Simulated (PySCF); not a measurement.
Choosing a molecule for a target property.

Each SMILES stands for a single optimised conformer of the isolated species, non-relativistic unless stated; the electronic structure was computed with PySCF and density fitting.

Dipoles, sizes and rotational constants follow the conformer. The torsions of the flexible species, by atom-mapped SMILES:
- `[CH3:1][Si@H:2]([C:3]#[C:4][C:5]([NH2:6])=[O:7])[SiH2:8][SiH3:9]`: C1–Si2–Si8–Si9 121°, H–N6–C5–C4 1°, H–N6–C5–C4 179°
- `[F:1][C:2]([F:3])([F:4])[CH2:5][O:6][C@@H:7]1[CH2:8][C@H:9]1[Cl:10]`: F1–C2–C5–O6 -43°, C2–C5–O6–C7 -71°, C5–O6–C7–C8 166°
- `[CH3:1][C@H:2]([CH2:3][C:4](=[O:5])[F:6])[C:7]([F:8])([F:9])[F:10]`: C1–C2–C3–C4 65°, C2–C3–C4–O5 -129°, C1–C2–C7–F8 61°
- `[CH2:1]=[CH:2][C@@H:3]([O:4][CH:5]([F:6])[F:7])[CH:8]([F:9])[F:10]`: C1–C2–C3–O4 130°, C2–C3–O4–C5 -71°, C3–O4–C5–F6 82°, C2–C3–C8–F9 166°
- `[CH3:1][O:2][SiH2:3][C:4](=[O:5])[NH:6][CH:7]1[CH2:8][CH2:9]1`: C1–O2–Si3–C4 180°, O2–Si3–C4–O5 -179°, Si3–C4–N6–C7 180°, C4–N6–C7–C8 -144°
- `[CH:1]#[C:2][P@@H:3](=[O:4])[C@@H:5]([CH3:6])[CH2:7][CH3:8]`: C2–P3–C5–C6 62°, P3–C5–C7–C8 -60°
- `[CH2:1]=[N:2][CH2:3][C:4](=[CH2:5])[C:6](=[CH2:7])[N:8]=[CH2:9]`: C1–N2–C3–C4 -115°, N2–C3–C4–C5 118°, C3–C4–C6–C7 -1°, C4–C6–N8–C9 -134°
- `[CH2:1]=[CH:2][CH2:3]/[N:4]=[CH:5]/[C:6]#[C:7][CH2:8][NH2:9]`: C1–C2–C3–N4 131°, C2–C3–N4–C5 -120°, H–N9–C8–C7 -59°, H–N9–C8–C7 59°

Problem. Wanted: dipole moment between 1.7 D and 2.3 D (PBE0/pcSseg-1) and HOMO–LUMO gap above 7.4 eV (PBE0/pcSseg-1), at GFN2-xTB geometries. Which candidate meets both?
A. `CO[SiH2]C(=O)NC1CC1`
B. `Cl[C@@H]1C[C@H]1OCC(F)(F)F`
C. `C[Si@H](C#CC(N)=O)[SiH2][SiH3]`
D. `C[C@H](CC(=O)F)C(F)(F)F`
E. `C1CCNC1`
F. `C=C[C@@H](OC(F)F)C(F)F`

Solution. F. Computed values:
```csv
species,dipole moment,HOMO–LUMO gap
C[C@H](CC(=O)F)C(F)(F)F,0.94 D,8.52 eV
C1CCNC1,1.29 D,7.74 eV
C=C[C@@H](OC(F)F)C(F)F,2.16 D,7.85 eV
Cl[C@@H]1C[C@H]1OCC(F)(F)F,2.49 D,8.27 eV
C[Si@H](C#CC(N)=O)[SiH2][SiH3],4.04 D,6.41 eV
CO[SiH2]C(=O)NC1CC1,4.27 D,7.01 eV
```

Problem. Wanted: smallest rotational constant between 0.92 GHz and 2 GHz (GFN2-xTB) and HOMO energy below -7.4 eV (PBE0/pcSseg-1), at GFN2-xTB geometries. Which candidate meets both?
A. `C[Si@H](C#CC(N)=O)[SiH2][SiH3]`
B. `C[C@H](CC(=O)F)C(F)(F)F`
C. `C[C@H]([P@@H](C#C)=O)CC`
D. `C(/N=C/C#CCN)C=C`
E. `C1CCCN1`
F. `C=NCC(=C)C(=C)N=C`

Solution. C. Computed values:
| species | smallest rotational constant | HOMO energy |
| --- | --- | --- |
| C[Si@H](C#CC(N)=O)[SiH2][SiH3] | 0.367 GHz | -7.66 eV |
| C(/N=C/C#CCN)C=C | 0.465 GHz | -7.12 eV |
| C[C@H](CC(=O)F)C(F)(F)F | 0.694 GHz | -9.28 eV |
| C=NCC(=C)C(=C)N=C | 0.892 GHz | -6.42 eV |
| C[C@H]([P@@H](C#C)=O)CC | 0.950 GHz | -7.78 eV |
| C1CCCN1 | 3.956 GHz | -6.52 eV |
